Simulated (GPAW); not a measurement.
# Ti3Al (P-6m2) in GPAW: convergence with plane-wave cutoff (eV)

Aim: find how far plane-wave cutoff (eV) must go before the results for Ti3Al settle, at LDA. This setting moves, with any that are tied to it; all else stays.

Program: GPAW 26.7.0. These are calculated values, not measurements. Logs are shortened: lines on timing, memory, paths and dates and some standing lists are left out, and cuts for length are marked. The log counts tension as positive stress, the text compression.

### Step 1. The structure

It takes space group P-6m2 (No. 187, hexagonal). Conventional cell: a = 2.928 Å, b = 2.928 Å, c = 9.226 Å, α = 90.00°, β = 90.00°, γ = 120.00°. Ti (site symmetry 3m) is surrounded by 9 Ti at 2.86 to 2.93 Å and 3 Al at 2.86 Å. Ti (site symmetry -6m2) has 12 Ti at 2.86 to 2.93 Å as nearest neighbours. Al (site symmetry -6m2) has 6 Ti at 2.86 Å and 6 Al at 2.93 Å as nearest neighbours.

The cell comes from a database or a generator and needn't be the stable form of this composition.

### Step 2. With plane-wave cutoff (eV) 200

run.py reads:

```python
from ase.dft.bandgap import bandgap
from ase.io import read, write
from ase.units import GPa
from gpaw import GPAW, PW

atoms = read('Ti3Al.xyz')

calc = GPAW(mode=PW(200),
            xc='LDA',
            kpts={'size': (6, 6, 2), 'gamma': True},
            occupations={'name': 'fermi-dirac', 'width': 0.05},
            nbands=37,
            convergence={'density': 1e-05, 'energy': 1e-05},
            maxiter=100,
            txt='gpaw.txt')
atoms.calc = calc
energy = atoms.get_potential_energy()
forces = atoms.get_forces()
stress = atoms.get_stress()
calc.write('gs.gpw')
write('result.traj', atoms)
print(f'Energy: {energy:.6f} eV')
print('Forces (eV/A):')
print(forces.round(4))
print('Stress (GPa):', (stress / GPa).round(3))
print('Fermi level:', round(calc.get_fermi_level(), 4), 'eV')
print(f'Gap: {bandgap(calc)[0]:.4f} eV, direct: {bandgap(calc, direct=True)[0]:.4f} eV')
```

Ti3Al.xyz reads:

```xyz
4
Lattice="2.9275422229 0.0000000000 0.0000000000 -1.4637711114 2.5353259357 0.0000000000 0.0000000000 0.0000000000 9.2263620000" Properties=species:S:1:pos:R:3 pbc="T T T"
Ti    -0.0000000001      1.6902172906      2.3011100410
Ti    -0.0000000001      1.6902172906      6.9252519590
Ti     1.4637711116      0.8451086451      0.0000000000
Al     1.4637711116      0.8451086451      4.6131810000
```

Potentials or basis: the program's PAW data sets (release 1.2.1) made for this functional, pw.

Started as:

```
> OMP_NUM_THREADS=1 python run.py
```

Run time: 5.5 s. Hardware: 1 thread of Intel Xeon 6975P-C (Granite Rapids), shared host; peak memory 0.13 GiB.

Results:

| Quantity | Value |
| --- | --- |
| Free energy | -24.7633 eV |
| Pressure | -27.5 GPa |
| Largest force | 0.143 eV/Å |
| Band gap on the k mesh | none (metal or under the smearing width) |

### Step 3. With plane-wave cutoff (eV) 250

Edit run.py of step 2 so:

```diff
@@ -7,3 +7,3 @@
 
-calc = GPAW(mode=PW(200),
+calc = GPAW(mode=PW(250),
             xc='LDA',
```

Ti3Al.xyz is that of step 2.

Potentials or basis: the program's PAW data sets (release 1.2.1) made for this functional, pw.

Started as:

```
> OMP_NUM_THREADS=1 python run.py
```

Run time: 7.4 s. Hardware: 1 thread of Intel Xeon 6975P-C (Granite Rapids), shared host; peak memory 0.14 GiB.

Results:

| Property | Result |
| --- | --- |
| Free energy | -25.8894 eV |
| Pressure | -8.7 GPa |
| Largest force | 0.077 eV/Å |
| Band gap on the k mesh | none (metal or under the smearing width) |

### Step 4. With plane-wave cutoff (eV) 300

Edit run.py of step 3 so:

```diff
@@ -7,3 +7,3 @@
 
-calc = GPAW(mode=PW(250),
+calc = GPAW(mode=PW(300),
             xc='LDA',
```

Ti3Al.xyz is that of step 3.

Started as:

```
> OMP_NUM_THREADS=1 python run.py
```

Run time: 8 s. Hardware: 1 thread of Intel Xeon 6975P-C (Granite Rapids), shared host; peak memory 0.14 GiB.

Results:

- Free energy: -26.2190 eV
- Pressure: -10.6 GPa
- Largest force: 0.073 eV/Å
- Band gap on the k mesh: none (metal or under the smearing width)

### Step 5. With plane-wave cutoff (eV) 350

Edit run.py of step 4 so:

```diff
@@ -7,3 +7,3 @@
 
-calc = GPAW(mode=PW(300),
+calc = GPAW(mode=PW(350),
             xc='LDA',
```

Ti3Al.xyz is that of step 4.

Started as:

```
> OMP_NUM_THREADS=1 python run.py
```

It took 9.9 s on 1 thread of Intel Xeon 6975P-C (Granite Rapids), shared host; peak memory 0.15 GiB.

What came out:

```yaml
Free_energy: -26.6250 eV
Pressure: -10.2 GPa
Largest_force: 0.062 eV/Å
Band_gap_on_the_k_mesh: none (metal or under the smearing width)
```

### Step 6. With plane-wave cutoff (eV) 400

Edit run.py of step 5 so:

```diff
@@ -7,3 +7,3 @@
 
-calc = GPAW(mode=PW(350),
+calc = GPAW(mode=PW(400),
             xc='LDA',
```

Ti3Al.xyz is that of step 5.

Potentials or basis: the program's PAW data sets (release 1.2.1) made for this functional, pw.

Started as:

```
> OMP_NUM_THREADS=1 python run.py
```

It took 11 s on 1 thread of Intel Xeon 6975P-C (Granite Rapids), shared host; peak memory 0.16 GiB.

Results:

```yaml
Free_energy: -26.8506 eV
Pressure: -8.3 GPa
Largest_force: 0.071 eV/Å
Band_gap_on_the_k_mesh: none (metal or under the smearing width)
```

### Step 7. With plane-wave cutoff (eV) 500

Edit run.py of step 6 so:

```diff
@@ -7,3 +7,3 @@
 
-calc = GPAW(mode=PW(400),
+calc = GPAW(mode=PW(500),
             xc='LDA',
```

Ti3Al.xyz is that of step 6.

Started as:

```
> OMP_NUM_THREADS=1 python run.py
```

It took 14 s on 1 thread of Intel Xeon 6975P-C (Granite Rapids), shared host; peak memory 0.17 GiB.

Results (log left out):

- Free energy: -26.9537 eV
- Pressure: -7.0 GPa
- Largest force: 0.061 eV/Å
- Band gap on the k mesh: none (metal or under the smearing width)

### Step 8. With plane-wave cutoff (eV) 600

Edit run.py of step 7 so:

```diff
@@ -7,3 +7,3 @@
 
-calc = GPAW(mode=PW(500),
+calc = GPAW(mode=PW(600),
             xc='LDA',
```

Ti3Al.xyz is that of step 7.

Started as:

```
> OMP_NUM_THREADS=1 python run.py
```

Run time: 24 s. Hardware: 1 thread of Intel Xeon 6975P-C (Granite Rapids), shared host; peak memory 0.19 GiB.

It converged, with:

```yaml
Free_energy: -27.0129 eV
Pressure: -7.3 GPa
Largest_force: 0.063 eV/Å
Band_gap_on_the_k_mesh: none (metal or under the smearing width)
```

### Step 9. With plane-wave cutoff (eV) 800

Edit run.py of step 8 so:

```diff
@@ -7,3 +7,3 @@
 
-calc = GPAW(mode=PW(600),
+calc = GPAW(mode=PW(800),
             xc='LDA',
```

Ti3Al.xyz is that of step 8.

Potentials or basis: the program's PAW data sets (release 1.2.1) made for this functional, pw.

Started as:

```
> OMP_NUM_THREADS=1 python run.py
```

It took 26 s on 1 thread of Intel Xeon 6975P-C (Granite Rapids), shared host; peak memory 0.22 GiB.

It converged, with:

```
Free energy            : -27.1163 eV
Pressure               : -6.9 GPa
Largest force          : 0.062 eV/Å
Band gap on the k mesh : none (metal or under the smearing width)
```

### Step 10. With plane-wave cutoff (eV) 1000

Edit run.py of step 9 so:

```diff
@@ -7,3 +7,3 @@
 
-calc = GPAW(mode=PW(800),
+calc = GPAW(mode=PW(1000),
             xc='LDA',
```

Ti3Al.xyz is that of step 9.

Potentials or basis: the program's PAW data sets (release 1.2.1) made for this functional, pw.

Started as:

```
> OMP_NUM_THREADS=1 python run.py
```

gpaw.txt:

```text
__  _  _
 | _ |_)|_||  |
 |__||  | ||/\| - 26.7.0

Input parameters:
  mode=PW(ecut=1000.0),
  convergence={'density': 1e-05, 'energy': 1e-05},
  kpts=MonkhorstPack(size=(6, 6, 2), gamma=True),
  maxiter=100,
  nbands=37,
  occupations=Occupations(name='fermi-dirac', width=0.05),
  xc=XC(name='LDA')

Diagonalizing LCAO Hamiltonian
Converting LCAO to pw mode

        Ti

          Al

        Ti

          Ti

Atoms  # Å, Bohr magnetons
|   | symbol |         x |        y |        z |    initial magnetic moments |
|---|--------|-----------|----------|----------|-----------------------------|
| 0 |     Ti | -0.000000 | 1.690217 | 2.301110 | ( 0.0000,  0.0000,  0.0000) |
| 1 |     Ti | -0.000000 | 1.690217 | 6.925252 | ( 0.0000,  0.0000,  0.0000) |
| 2 |     Ti |  1.463771 | 0.845109 | 0.000000 | ( 0.0000,  0.0000,  0.0000) |
| 3 |     Al |  1.463771 | 0.845109 | 4.613181 | ( 0.0000,  0.0000,  0.0000) |

Unit cell  # Å
| periodic |         x |        y |        z |  lengths |     angles |
|----------|-----------|----------|----------|----------|------------|
|      yes |  2.927542 | 0.000000 | 0.000000 | 2.927542 |  90.000000 |
|      yes | -1.463771 | 2.535326 | 0.000000 | 2.927542 |  90.000000 |
|      yes |  0.000000 | 0.000000 | 9.226362 | 9.226362 | 120.000000 |

Number of symmetries: 12
Symmetry operations  # r_c * U_cc + t_c -> r_c
|    | kind |            matrix            |
|----|------|------------------------------|
|  0 |  σ   |  1, 1, 0,  0,-1, 0,  0, 0, 1 |
|  1 |  C2  |  1, 1, 0,  0,-1, 0,  0, 0,-1 |
|  2 |  E   |  1, 0, 0,  0, 1, 0,  0, 0, 1 |
|  3 |  σ   |  1, 0, 0,  0, 1, 0,  0, 0,-1 |
|  4 |  C3  |  0, 1, 0, -1,-1, 0,  0, 0, 1 |
|  5 |  S3  |  0, 1, 0, -1,-1, 0,  0, 0,-1 |
|  6 |  σ   |  0,-1, 0, -1, 0, 0,  0, 0, 1 |
|  7 |  C2  |  0,-1, 0, -1, 0, 0,  0, 0,-1 |
|  8 |  σ   | -1, 0, 0,  1, 1, 0,  0, 0, 1 |
|  9 |  C2  | -1, 0, 0,  1, 1, 0,  0, 0,-1 |
| 10 |  C3  | -1,-1, 0,  1, 0, 0,  0, 0, 1 |
| 11 |  S3  | -1,-1, 0,  1, 0, 0,  0, 0,-1 |

BZ-sampling:
  Number of BZ points: 72
  Number of IBZ points: 14

  Monkhorst-Pack size: [6, 6, 2]
  Monkhorst-Pack shift: [0.08333333333333333, 0.08333333333333333, 0.25]

K-points  # in reciprocal-cell coordinates
|     |                                coordinates |     weight |
|-----|--------------------------------------------|------------|
|   0 | (  0.00000000,   0.00000000,   0.00000000) | 0.01388889 |
|   1 | (  0.00000000,   0.00000000,   0.50000000) | 0.01388889 |
|   2 | (  0.16666667,   0.00000000,   0.00000000) | 0.08333333 |
|   3 | (  0.16666667,   0.00000000,   0.50000000) | 0.08333333 |
|   4 | (  0.33333333,  -0.16666667,   0.00000000) | 0.08333333 |
|   5 | (  0.33333333,  -0.16666667,   0.50000000) | 0.08333333 |
|   6 | (  0.33333333,   0.00000000,   0.00000000) | 0.08333333 |
|   7 | (  0.33333333,   0.00000000,   0.50000000) | 0.08333333 |
|   8 | (  0.33333333,   0.33333333,   0.00000000) | 0.02777778 |
|   9 | (  0.33333333,   0.33333333,   0.50000000) | 0.02777778 |
| ... |                                            |            |
|  13 | (  0.50000000,   0.50000000,   0.50000000) | 0.04166667 |

Plane wave coefficients: 4954
Cutoff: 1000.0 eV

Spin-components: 1 (collinear spins)
Bands:           37
Projectors:      23
Spin-degeneracy: 2
Datatype:        complex128

Parallelization:
  kpt:    1
  domain: 1
  band:   1

Density:
  Valence electrons: 39.0
  Components: 1
  Grid points: [24 24 70]
  Charge: 0.0  # |e|

Potential:
  Grid points: [24 24 70]

species:
  Ti:
    name:    Titanium
    Z:       22.0
    valence: 12
    core:    10
    charge:  0.0  # [|e|]
    compensation charges:
      type: gauss
      rc: 0.38  # [Å]
      lmax: 2
    cutoffs:
      filter: 2.23  # [Å]
      core: 1.02  # [Å]
    projectors
    | kind |    occ | energy [eV] | rcut [Å] |
    |------|--------|-------------|----------|
    |   3s |  2.000 |     -62.257 |    1.270 |
    |   4s |  2.000 |      -4.593 |    1.270 |
    |   3p |  6.000 |     -38.791 |    1.058 |
    |   4p |  0.000 |      -1.536 |    1.058 |
    |   3d |  2.000 |      -4.463 |    1.058 |
    |    d |        |      22.748 |    1.058 |

    Using partial waves for Ti as LCAO basis

  Al:
    name:    Aluminium
    Z:       13.0
    valence: 3
    core:    10
    charge:  0.0  # [|e|]
    compensation charges:
      type: gauss
      rc: 0.34  # [Å]
      lmax: 2
    cutoffs:
      filter: 1.91  # [Å]
      core: 2.36  # [Å]
    projectors
    | kind |    occ | energy [eV] | rcut [Å] |
    |------|--------|-------------|----------|
    |   3s |  2.000 |      -7.830 |    1.085 |
    |   3p |  1.000 |      -2.783 |    1.085 |
    |    s |        |      19.382 |    1.085 |
    |    p |        |      24.428 |    1.085 |
    |    d |        |       0.000 |    1.085 |

    Using partial waves for Al as LCAO basis

Reference energy: -76100.268485  # eV

eigensolver:
  PPCG
  Converge bands: occupied
  niter=2

density mixing:
  MSR1-Mixer
  Pratt-step length: 0.05
  Maximum mixing coefficient: 0.75
  Old densities: 10
  SVD Regularization: 0.005
  Good broyden scale: 1.0
  Trust region scale: 1.0
  Backstep threshold: 4.0
  History deletion threshold: 6.0
  Fourier metric: weight=20.0, sigma=0.015

occupation numbers:
  Fermi-Dirac:
    width: 0.0500  # eV

poisson solver:
  ecut: 8000.0  # eV

xc functional:
  name: None

convergence criteria:
- Maximum integral of absolute [dens]ity change: 1e-05 electrons / valence electron
- Maximum [total energy] change in last 3 cyles: 1e-05 eV / valence electron
- Maximum integral of absolute [eigenst]ate change: 4e-08 eV^2 / valence electron
maximum number of iterations: 100

SCF iterations
|iter     | |      energy | eigst |  dens |
|---------|-|-------------|-------|-------|
|iter:   1| |  -27.861737 | +0.17 |       |
|iter:   2| |  -27.714611 | -2.19 | -1.21 |
|iter:   3| |  -31.804425 | -0.50 | -1.24 |
|iter:   4| |  -30.639206 | -0.71 | -0.85 |
|iter:   5| |  -27.294378 | -1.35 | -0.81 |
|iter:   6| |  -27.128763 | -1.81 | -1.51 |
|iter:   7| |  -27.122643 | -3.27 | -1.95 |
|iter:   8| |  -27.124360 | -3.15 | -2.13 |
|iter:   9| |  -27.122990 | -4.35 | -2.42 |
|iter:  10| |  -27.121487 | -4.31 | -2.49 |
|iter:  11| |  -27.120810 | -4.28 | -2.69 |
|iter:  12| |  -27.120854 | -5.35 | -3.24 |
|iter:  13| |  -27.120859c| -6.49 | -3.66 |
|iter:  14| |  -27.120881c| -6.57 | -4.02 |
|iter:  15| |  -27.120879c| -7.78c| -5.09c|

Converged in 15 steps
Energy contributions relative to reference atoms: (reference = -76100.268485)

Energy contributions:
  Kinetic:          19.195031
  Coulomb:         -17.661339
  Zero:             -0.016574
  External:          0.000000
  Xc:              -28.623310
  Entropy:          -0.029374
  Spinorbit:         0.000000
  ----------------------------
  Free energy:     -27.135566
  Extrapolated:    -27.120879

dipole moment: (-0.513293, 0.296349, -29.496763)  # |e|*Ang

Fermi level: 7.660
Eigenvalues  # (at kpt = [0.000, 0.000, 0.000])
| band index |      eig [eV] | occ [0-2] |
|------------|---------------|-----------|
|          0 |       -48.487 |     2.000 |
|        ... |               |           |
|          9 |       -24.704 |     2.000 |
|         10 |       -24.675 |     2.000 |
|         11 |       -24.675 |     2.000 |
|         12 |        -0.699 |     2.000 |
|         13 |         2.646 |     2.000 |
|         14 |         2.912 |     2.000 |
[... 8 lines left out ...]
|         23 |         8.829 |     0.000 |
|         24 |         8.829 |     0.000 |
|        ... |               |           |
|         36 |        22.651 |     0.000 |

No gap
No difference between direct/indirect transitions

Forces  # eV/Ang
|        x |        y |        z |
|----------|----------|----------|
|  0.00000 |  0.00000 | -0.06216 |  # Ti   0
| -0.00000 | -0.00000 |  0.06216 |  # Ti   1
|  0.00000 | -0.00000 |  0.00000 |  # Ti   2
|  0.00000 | -0.00000 |  0.00000 |  # Al   3

Stress tensor  # eV/Ang^3
|         x |         y |        z |
|-----------|-----------|----------|
|  0.042968 | -0.000000 | 0.000000 |
| -0.000000 |  0.042968 | 0.000000 |
|  0.000000 |  0.000000 | 0.039050 |

# Writing to gs.gpw (mode='')
```

It took 47 s on 1 thread of Intel Xeon 6975P-C (Granite Rapids), shared host; peak memory 0.29 GiB.

What came out:

| Quantity | Value |
| --- | --- |
| Free energy | -27.1356 eV |
| Pressure | -6.7 GPa |
| Largest force | 0.062 eV/Å |
| Band gap on the k mesh | none (metal or under the smearing width) |

### Step 11. Result

```
plane-wave cutoff (eV)  energy less the tightest run, at zero smearing (meV/atom)  pressure (GPa)  largest force (eV/Å)  SCF cycles  CPU time (s)  peak memory (GiB)
                   200                                                     593.14          -27.53                 0.143          15           5.5               0.13
                   250                                                     311.47           -8.71                 0.077          15           7.4               0.14
                   300                                                     229.11          -10.65                 0.073          15             8               0.14
                   350                                                     127.62          -10.25                 0.062          15           9.8               0.15
                   400                                                      71.23           -8.25                 0.071          15            11               0.16
                   500                                                      45.47           -6.97                 0.061          15            14               0.17
                   600                                                      30.65           -7.33                 0.063          15            24               0.19
                   800                                                       4.82           -6.93                 0.062          15            26               0.22
                  1000                                                       0.00           -6.68                 0.062          15            47               0.29
```

Against the tightest run, the largest force stays within 0.005 eV/Å from 500 on. Not settled before the last step: the energy (to 1 meV/atom), the pressure (to 0.1 GPa). The tightest run that finished is the yardstick and may itself not be fully converged.

Caveats: all runs use coarse meshes.
